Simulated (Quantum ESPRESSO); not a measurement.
## AlN under changes of volume

One of the cells (9.946 Å³/atom); the others are scaled copies at fixed shape and fractional positions:

```
Al N
1.0
     3.31212    0.00000    0.00000
    -1.65606    2.86838    0.00000
     0.00000    0.00000    4.18756
Al N
2 2
Direct
  0.66667 0.33333 0.25000
  0.33333 0.66667 0.75000
  0.66667 0.33333 0.75000
  0.33333 0.66667 0.25000
```

Measurements of this composition are mostly on another form, of space group No. 186.

```yaml
Program: Quantum ESPRESSO 7.5
Functional: LDA
Potentials_or_basis: GBRV 1.5 LDA
Cutoff: 612 eV
Density_cutoff: 4898 eV
k_mesh: 9 × 9 × 7
Occupations: fermi-dirac, width 0.05 eV
Spin: no spin polarisation
```

```csv
volume (Å³/atom),energy over the lowest point (meV/atom),pressure (GPa),gap on the mesh (eV)
9.349,?,?,?
9.548,0.00,1.0,3.59
9.747,1.58,-3.6,3.43
9.946,8.56,-7.7,3.28
10.145,20.38,-11.4,3.13
10.344,36.59,-14.8,2.99
10.543,56.76,-17.8,2.85
```

What does the run at 9.349 Å³/atom give?

Energy over the lowest point 4.38 meV/atom; pressure 6.0 GPa; gap on the mesh 3.74 eV.

Worked out: A Birch-Murnaghan fit of order 3 (a polynomial in V^(-2/3)) to the other rows has its minimum at 9.59 Å³/atom with B0 = V·E''(V) = 226 GPa and B' = 4.0 at fixed shape and positions, which overstates the stiffness. It gives 4.38 meV/atom at 9.349 Å³/atom, against the run's 4.38, and -dE/dV = 6.1 GPa, against 6.0. A straight line through the other rows of the gap, of slope -7.45 eV per unit of ln V (its deformation potential), extrapolates to 3.74 eV, against the run's 3.74.

Energies are extrapolated to zero smearing.

Caveats: an odd mesh through Γ misses points on the zone boundary, where band edges often lie.
